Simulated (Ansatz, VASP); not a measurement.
## Si: VASP beside Ansatz

Contents of INCAR:

```
ALGO = Normal ; EDIFF = 1E-6
ENCUT = 520 ; ISIF = 2
ISMEAR = 0 ; LASPH = T
LCHARG = F ; LREAL = F
LWAVE = F ; NBANDS = 11
NELM = 80 ; PREC = Accurate
SIGMA = 0.01
```

File KPOINTS:

```
k-points
0
Gamma
  12 12 12
```

Contents of POSCAR:

```
Si
1.0
    0.0000000000      2.7155000000      2.7155000000
    2.7155000000      0.0000000000      2.7155000000
    2.7155000000      2.7155000000      0.0000000000
Si
2
Direct
    0.0000000000      0.0000000000      0.0000000000
    0.2500000000      0.2500000000      0.2500000000
```

Input for Ansatz:

```yaml
crystal:
  lattice:
    - [0.0, 2.7155, 2.7155]
    - [2.7155, 0.0, 2.7155]
    - [2.7155, 2.7155, 0.0]
  atoms:
    - { symbol: Si, position: [0.0, 0.0, 0.0] }
    - { symbol: Si, position: [0.25, 0.25, 0.25] }
scf:
  occupations: { method: gaussian, width: 0.01 }
output:
  eigenvalues: true
  eigenstates:
    kpoints:
      - [0.0, 0.0, 0.0]
      - [0.0, 0.005, 0.005]
      - [0.0, 0.01, 0.01]
      - [0.0, 0.015, 0.015]
      - [0.0, 0.025, 0.025]
      - [0.003536, 0.003536, 0.007071]
      - [0.007071, 0.007071, 0.014142]
      - [0.010607, 0.010607, 0.021213]
      - [0.017678, 0.017678, 0.035355]
      - [0.005774, 0.005774, 0.005774]
      - [0.011547, 0.011547, 0.011547]
      - [0.017321, 0.017321, 0.017321]
      - [0.028868, 0.028868, 0.028868]
    top_band: c2
    e_range: [-1.5, 0.5]
  write_density: true
  write_potential: true
  elf: true
  volumetric_format: npy
hamiltonian:
  xc: lda
kpoints:
  mp_grid: { grid: [12, 12, 12] }
```

Alike in both runs: task single point; functional LDA; k mesh 12 × 12 × 12; occupations gaussian, width 0.01 eV; no spin polarisation.

```csv
,VASP,Ansatz
version,VASP 6.6.1,Ansatz 0.2.0
potentials or method,"VASP PAW LDA potentials, release 64 (Si)","scalar-relativistic, plane waves, PAW"
plane-wave cutoff (eV),520,420
valence electrons in the cell,8,8
```

|  | VASP | Ansatz | Ansatz less VASP |
| --- | --- | --- | --- |
| gap on the k mesh at the Fermi level (eV) | 0.47 | 0.47 | +0.001 |
| least direct gap on the mesh (eV) | 2.52 | 2.53 | +0.002 |
